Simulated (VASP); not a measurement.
Runs of VASP 6.6.1 on InP. Symmetry: F-43m, No. 216, cubic system. The conventional cell has a = 5.879 Å, b = 5.879 Å, c = 5.879 Å, α = 90.00°, β = 90.00°, γ = 90.00°. In (site symmetry -43m) has 4 P at 2.55 Å as nearest neighbours. P (site symmetry -43m) has 4 In at 2.55 Å as nearest neighbours. The cell is a database's computed one.

```tsv
level	potentials or basis	k mesh	cutoff (eV)	smearing	gap on the mesh (eV)	pressure (GPa)
PBEsol	VASP PAW PBE potentials, release 64 (In_d, P)	10 × 10 × 10	520	gaussian 0.5 eV	0.57	0.0
PBEsol	VASP PAW PBE potentials, release 64 (In_d, P_h)	10 × 10 × 10	900	gaussian 0.02 eV	0.57	0.0
PBEsol	VASP PAW PBE potentials, release 64 (In_d, P)	16 × 16 × 16	520	gaussian 0.02 eV	0.57	0.0
r2SCAN	VASP PAW PBE potentials, release 64 (In_d, P)	10 × 10 × 10	520	gaussian 0.02 eV	1.12	(a)
PBEsol	VASP PAW PBE potentials, release 64 (In_d, P)	10 × 10 × 10	700	gaussian 0.02 eV	0.57	0.0
```

Alike in all rows: task single point; no spin polarisation; cell as given.

Question: Estimate the missing entries.

Answer: (a) 0.9.

Caveats: the PAW data sets were made with another functional, which shifts forces and pressure a little; spin-orbit coupling is left out, which moves the levels of the heavy elements.

A k mesh can miss the band edges, and the runs leave out spin-orbit coupling on In.
